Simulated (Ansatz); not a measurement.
Input, command and steps of an Ansatz relaxation.

```yaml
crystal:
  lattice:
    - [3.5268685716, 0.0, 0.0]
    - [0.0, 3.5268685716, 0.0]
    - [0.0, 0.0, 5.067257571]
  atoms:
    - { symbol: Zr, position: [0.0, 0.0, 0.0] }
    - { symbol: Zr, position: [0.5, 0.5, 0.5] }
    - { symbol: O, position: [0.0, 0.5, 0.2072109498] }
    - { symbol: O, position: [0.0, 0.5, 0.7072109498] }
    - { symbol: O, position: [0.5, 0.0, 0.2927890502] }
    - { symbol: O, position: [0.5, 0.0, 0.7927890502] }
basis:
  ecutwfc: 420
kpoints:
  mp_grid: { grid: [6, 6, 6] }
hamiltonian:
  xc: pbe
scf:
  occupations: { method: gaussian, width: 0.02 }
output:
  forces: true
  stress: true
  eigenvalues: true
relax:
  adjacent_minimum: "off"
  f_tol: 0.01
  max_steps: 30
  cell: { stress_tol: 0.1, fix: [volume] }
```

```bash
ansatz run input.yaml --threads 2 --pin off --max-ram 5120MiB --backend cpu --events-out ev --progress --plain --runs-dir out
```

Computed with DFT PBE, scalar-relativistic, plane waves, PAW in Ansatz 0.2.0.

The volume is held at 0.91 times that of the relaxed cell.

Of 6 frames 5 are shown, positions in Å and forces in eV/Å; the SCF threshold varies from step to step. Steps run on the plane waves of an earlier cell, with a Pulay correction in the pressure. The basis is chosen afresh for the last frame, the zero of the energies, and at times for earlier ones too; energy and pressure step there, also at an unchanged geometry.

```xyz
6
Lattice="3.5269 0.0000 0.0000 0.0000 3.5269 0.0000 0.0000 0.0000 5.0673" Properties=species:S:1:pos:R:3:forces:R:3 pbc="T T T" step=1 free_energy_over_end_meV_per_atom=2.00 pressure_GPa=21.31
Zr    0.0000    0.0000    0.0000    0.0000    0.0000    0.0000
Zr    1.7634    1.7634    2.5336    0.0000    0.0000    0.0000
O     0.0000    1.7634    1.0500    0.0000    0.0000    0.1524
O     0.0000    1.7634    3.5836    0.0000    0.0000    0.1524
O     1.7634    0.0000    1.4836    0.0000    0.0000   -0.1524
O     1.7634    0.0000    4.0173    0.0000    0.0000   -0.1524
6
Lattice="3.5300 0.0000 0.0000 0.0000 3.5300 0.0000 0.0000 0.0000 5.0583" Properties=species:S:1:pos:R:3:forces:R:3 pbc="T T T" step=2 free_energy_over_end_meV_per_atom=1.20 pressure_GPa=20.87
Zr    0.0000    0.0000    0.0000    0.0000    0.0000    0.0000
Zr    1.7650    1.7650    2.5291    0.0000    0.0000    0.0000
O     0.0000    1.7650    1.0566    0.0000    0.0000    0.1181
O     0.0000    1.7650    3.5857    0.0000    0.0000    0.1181
O     1.7650    0.0000    1.4726    0.0000    0.0000   -0.1181
O     1.7650    0.0000    4.0017    0.0000    0.0000   -0.1181
6
Lattice="3.5287 0.0000 0.0000 0.0000 3.5287 0.0000 0.0000 0.0000 5.0621" Properties=species:S:1:pos:R:3:forces:R:3 pbc="T T T" step=3 free_energy_over_end_meV_per_atom=0.17 pressure_GPa=19.61
Zr    0.0000    0.0000    0.0000    0.0000    0.0000    0.0000
Zr    1.7643    1.7643    2.5310    0.0000    0.0000    0.0000
O     0.0000    1.7643    1.0876    0.0000    0.0000   -0.0058
O     0.0000    1.7643    3.6186    0.0000    0.0000   -0.0058
O     1.7643    0.0000    1.4435    0.0000    0.0000    0.0058
O     1.7643    0.0000    3.9745    0.0000    0.0000    0.0058
6
Lattice="3.5353 0.0000 0.0000 0.0000 3.5353 0.0000 0.0000 0.0000 5.0430" Properties=species:S:1:pos:R:3:forces:R:3 pbc="T T T" step=4 free_energy_over_end_meV_per_atom=0.06 pressure_GPa=19.45
Zr    0.0000    0.0000    0.0000    0.0000    0.0000    0.0000
Zr    1.7677    1.7677    2.5215    0.0000    0.0000    0.0000
O     0.0000    1.7677    1.0860    0.0000    0.0000    0.0003
O     0.0000    1.7677    3.6075    0.0000    0.0000    0.0003
O     1.7677    0.0000    1.4355    0.0000    0.0000   -0.0003
O     1.7677    0.0000    3.9570    0.0000    0.0000   -0.0003
6
Lattice="3.5333 0.0000 0.0000 0.0000 3.5333 0.0000 0.0000 0.0000 5.0488" Properties=species:S:1:pos:R:3:forces:R:3 pbc="T T T" step=6 free_energy_over_end_meV_per_atom=0.00 pressure_GPa=19.49
Zr    0.0000    0.0000    0.0000    0.0000    0.0000    0.0000
Zr    1.7667    1.7667    2.5244    0.0000    0.0000    0.0000
O     0.0000    1.7667    1.0861    0.0000    0.0000   -0.0001
O     0.0000    1.7667    3.6105    0.0000    0.0000   -0.0001
O     1.7667    0.0000    1.4383    0.0000    0.0000    0.0001
O     1.7667    0.0000    3.9627    0.0000    0.0000    0.0001
```

It took 13 s on 2 threads of Arm Neoverse V1, with other jobs on the host, peak memory 0.38 GiB.